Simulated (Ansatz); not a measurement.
## WC: two-dimensional strain map

The calculation used Ansatz, DFT PBE, scalar-relativistic, plane waves, PAW. Settings: plane waves to 420 eV, k-mesh 24×24×22 (Γ-centred), Gaussian smearing 0.15 eV. Spin–orbit coupling is left out, which can shift energies with elements as heavy as these. No spin polarisation. Energies are free energies at this smearing, counted from the undisturbed cell; pressure is positive in compression.

The starting cell (relaxed at this level):

```
W C
1.0
     2.92177    0.00000    0.00000
    -1.46089    2.53033    0.00000
     0.00000    0.00000    2.84708
W C
1 1
Direct
  0.00000 0.00000 0.00000
  0.66667 0.33333 0.50000
```

The cell is strained by p along both x and y and by q along z, fractional coordinates fixed. Points are written (p, q).

Energy above the undisturbed cell in meV/atom (a dash: not computed):

| p \ q | -0.080 | -0.040 | 0.000 | 0.040 | 0.080 |
| --- | --- | --- | --- | --- | --- |
| -0.080 | 953.8 | 645.7 | 486.7 | 443.4 | 488.7 |
| -0.040 | 446.3 | 208.7 | 109.4 | 117.8 | 208.2 |
| 0.000 | 235.5 | 53.6 | 0.0 | 45.9 | 168.2 |
| 0.040 | 242.5 | 105.1 | 86.9 | 160.4 | 304.1 |
| 0.080 | 405.2 | 304.2 | 313.6 | 407.6 | 565.8 |

Pressure in GPa:

```
 p \ q  -0.080  -0.040  0.000  0.040  0.080
-0.080   162.3   121.4   88.8   62.8   42.1
-0.040    93.4    61.2   36.0   16.3    1.0
 0.000    45.1    19.6    0.0  -14.9  -26.2
 0.040    11.9    -8.5  -23.9  -35.3  -43.5
 0.080   -10.5   -26.9  -39.1  -47.8  -53.9
```